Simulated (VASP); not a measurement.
A run of VASP 6.6.1:

Contents of INCAR:

```
SYSTEM = GdScO3
PREC = Accurate ; ENCUT = 520
EDIFF = 1E-8 ; ISMEAR = 0
SIGMA = 0.05 ; LREAL = .FALSE.
LASPH = .TRUE. ; NELM = 120
ALGO = Normal ; ISIF = 2
LWAVE = .FALSE. ; LCHARG = .FALSE.
GGA = PS ; LEPSILON = .TRUE.
```

The input KPOINTS:

```
Automatic mesh
0
G
  3 2 3
  0 0 0
```

Contents of POSCAR:

```
GdScO3
1.0
    5.7202350000      0.0000000000      0.0000000000
    0.0000000000      7.8839740000      0.0000000000
    0.0000000000      0.0000000000      5.4296020000
Gd Sc O
4 4 12
Direct
    0.4367610000      0.7500000000      0.4810030000
    0.0632390000      0.2500000000      0.9810030000
    0.9367610000      0.7500000000      0.0189970000
    0.5632390000      0.2500000000      0.5189970000
    0.0000000000      0.0000000000      0.5000000000
    0.5000000000      0.0000000000      0.0000000000
    0.5000000000      0.5000000000      0.0000000000
    0.0000000000      0.5000000000      0.5000000000
    0.4474430000      0.2500000000      0.1252560000
    0.0525560000      0.7500000000      0.6252560000
    0.9474430000      0.2500000000      0.3747440000
    0.5525570000      0.7500000000      0.8747440000
    0.1943190000      0.5652120000      0.1916590000
    0.3056810000      0.4347880000      0.6916590000
    0.6943190000      0.9347880000      0.3083410000
    0.8056810000      0.0652120000      0.8083410000
    0.8056810000      0.4347880000      0.8083410000
    0.6943190000      0.5652120000      0.3083410000
    0.3056810000      0.0652120000      0.6916590000
    0.1943190000      0.9347880000      0.1916590000
```

Potentials or basis: VASP PAW PBE potentials, release 64 (Gd_3, Sc_sv, O), 4f in core.

Launch:

```console
$ cat potpaw_PBE.64/Gd_3/POTCAR potpaw_PBE.64/Sc_sv/POTCAR potpaw_PBE.64/O/POTCAR > POTCAR
$ mpirun -np 1 vasp_std > vasp.out
```

Hardware: 1 thread of Intel(R) Xeon(R) 6975P-C (Granite Rapids), with other jobs on the host.

Question: Estimate the wall time of this run.

Answer: Wall time 31 min on 1 thread of Intel(R) Xeon(R) 6975P-C (Granite Rapids), on a shared host, peak memory 0.74 GiB. Counts: scf iterations 166, k points 8.
